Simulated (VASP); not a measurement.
# A VASP 6.6.1 single-point calculation on CdSe

INCAR

```
NBANDS = 16
GGA = PE
LCHARG = .FALSE.
NELM = 120
LWAVE = .FALSE.
LREAL = .FALSE.
SIGMA = 0.02
ENCUT = 520
EDIFF = 1E-7
ISMEAR = -1
IBRION = -1
NSW = 0
ISIF = 2
IVDW = 11
LASPH = .TRUE.
PREC = Accurate
```

KPOINTS

```
KPOINTS created by Atomic Simulation Environment
0
Gamma
8 8 8
0 0 0
```

POSCAR

```
Cd Se
 1.0000000000000000
     0.0000000000000000    3.1598143944000001    3.1598143944000001
     3.1598143944000001    0.0000000000000000    3.1598143944000001
     3.1598143944000001    3.1598143944000001    0.0000000000000000
 Cd  Se
   1   1
Cartesian
  0.0000000000000000  0.0000000000000000  0.0000000000000000
  1.5799071971999998  1.5799071971999998  1.5799071971999998
```

The recommended PBE PAW datasets give the neutral cell 18 valence electrons.

Command

```
mpirun -np 1 vasp_std
```

OSZICAR

```
N       E                     dE             d eps       ncg     rms          rms(c)
DAV:   1     0.109221075314E+03    0.10922E+03   -0.86042E+03   936   0.992E+02
DAV:   2    -0.124652767957E+01   -0.11047E+03   -0.10453E+03  1104   0.247E+02
DAV:   3    -0.585337073704E+01   -0.46068E+01   -0.45971E+01  1096   0.515E+01
DAV:   4    -0.587567370408E+01   -0.22303E-01   -0.22302E-01  1176   0.356E+00
DAV:   5    -0.587582162952E+01   -0.14793E-03   -0.14792E-03  1112   0.254E-01    0.491E+00
DAV:   6    -0.549465541687E+01    0.38117E+00   -0.58823E-01  1328   0.824E+00    0.406E+00
DAV:   7    -0.547537115758E+01    0.19284E-01   -0.12691E-01  1056   0.234E+00    0.183E+00
DAV:   8    -0.547618096691E+01   -0.80981E-03   -0.10838E-02  1032   0.120E+00    0.228E-01
DAV:   9    -0.547645637309E+01   -0.27541E-03   -0.12976E-03  1184   0.406E-01    0.565E-02
DAV:  10    -0.547653032654E+01   -0.73953E-04   -0.13755E-04  1136   0.137E-01    0.464E-02
DAV:  11    -0.547658608578E+01   -0.55759E-04   -0.86001E-05  1136   0.560E-02    0.178E-02
DAV:  12    -0.547658596037E+01    0.12541E-06   -0.10784E-06  1064   0.890E-03    0.991E-03
DAV:  13    -0.547658673656E+01   -0.77619E-06   -0.20554E-06  1144   0.706E-03    0.430E-03
DAV:  14    -0.547658683826E+01   -0.10170E-06   -0.47495E-08   928   0.177E-03    0.186E-03
DAV:  15    -0.547658689261E+01   -0.54350E-07   -0.19393E-08   928   0.811E-04
   1 F= -.59346185E+01 E0= -.59346184E+01  d E =-.273918E-06
```

From OUTCAR

```
k-points           NKPTS =     29   k-points in BZ     NKDIM =     29   number of bands    NBANDS=     16

   NELECT =      18.0000    total number of electrons

   dimension x,y,z NGX =    36 NGY =   36 NGZ =   36
   dimension x,y,z NGXF=    72 NGYF=   72 NGZF=   72

  energy-cutoff  :      520.00
  volume of cell :       63.10
      direct lattice vectors                 reciprocal lattice vectors
     0.000000000  3.159814394  3.159814394    -0.158237142  0.158237142  0.158237142
     3.159814394  0.000000000  3.159814394     0.158237142 -0.158237142  0.158237142
     3.159814394  3.159814394  0.000000000     0.158237142  0.158237142 -0.158237142

 k-points in reciprocal lattice and weights: KPOINTS created by Atomic Simulation Env
   0.00000000  0.00000000  0.00000000       0.002
   0.12500000  0.00000000  0.00000000       0.016
   0.25000000  0.00000000  0.00000000       0.016
   0.37500000  0.00000000  0.00000000       0.016
   0.50000000  0.00000000  0.00000000       0.008
   0.12500000  0.12500000  0.00000000       0.012
   0.25000000  0.12500000  0.00000000       0.047
   0.37500000  0.12500000  0.00000000       0.047
   ...

 E-fermi :   0.2942

 k-point     1 :       0.0000    0.0000    0.0000
  band No.  band energies     occupation
      1     -11.9189      2.00000
      2      -7.5202      2.00000
      3      -7.5202      2.00000
      4      -7.5202      2.00000
      5      -7.2560      2.00000
      6      -7.2560      2.00000
      7       0.0978      1.99989
      8       0.0978      1.99989
      9       0.0978      1.99989
     10       0.4679      0.00034
     11       6.0047      0.00000
     12       6.0047      0.00000
     13       6.0047      0.00000
     14       9.4157      0.00000
     15      10.9275      0.00000
     16      10.9275      0.00000

 k-point     2 :       0.1250    0.0000    0.0000
  band No.  band energies     occupation
      1     -11.8784      2.00000
      2      -7.5079      2.00000
      3      -7.5079      2.00000
      4      -7.4790      2.00000
      5      -7.2564      2.00000
      6      -7.2564      2.00000
      7      -1.0393      2.00000
      8      -0.0015      2.00000
      9      -0.0015      2.00000
     10       1.4613      0.00000
     11       5.7642      0.00000
     12       6.1784      0.00000
     13       6.1784      0.00000
     14      10.1433      0.00000
     15      10.2497      0.00000
     16      10.2497      0.00000

 k-point     3 :       0.2500    0.0000    0.0000
  band No.  band energies     occupation
      1     -11.7798      2.00000
      2      -7.4811      2.00000
      3      -7.4811      2.00000
      4      -7.3487      2.00000
      5      -7.2541      2.00000
      6      -7.2541      2.00000
      7      -2.2900      2.00000
      8      -0.2228      2.00000
      9      -0.2228      2.00000
     10       2.1666      0.00000
     11       5.8733      0.00000
     12       6.4616      0.00000
     13       6.4616      0.00000
     14      10.0120      0.00000
     15      10.0120      0.00000
     16      10.0262      0.00000

 ...

  Total      -1.47866    -1.47866    -1.47866     0.00000    -0.00000    -0.00000
  in kB     -37.54594   -37.54594   -37.54594     0.00000    -0.00000    -0.00000
  external pressure =      -37.55 kB  Pullay stress =        0.00 kB

 POSITION                                       TOTAL-FORCE (eV/Angst)
 -----------------------------------------------------------------------------------
      0.00000      0.00000      0.00000        -0.000000     -0.000000     -0.000000
      1.57991      1.57991      1.57991         0.000000      0.000000      0.000000
 -----------------------------------------------------------------------------------
    total drift:                               -0.000000     -0.000000     -0.000000

  FREE ENERGIE OF THE ION-ELECTRON SYSTEM (eV)
  ---------------------------------------------------
  free  energy   TOTEN  =        -5.9346184972 eV

  energy  without entropy=       -5.9346182233  energy(sigma->0) =       -5.93461836
```

It converged. Results: gap between bands v and c on the k mesh 0.37 eV; least direct gap on the k mesh 0.37 eV; pressure -3.8 GPa. Band v is the last that the valence electrons fill when counted band by band, and c is the next.

For comparison, a separate PBE run of the intended cell, on usual settings and not on those above, gives a gap of 0.37 eV on its mesh and a pressure of -2.1 GPa.

The run above took about 31 s on one core of a shared host (Intel Xeon Platinum 8488C) and held 0.21 GiB at most.
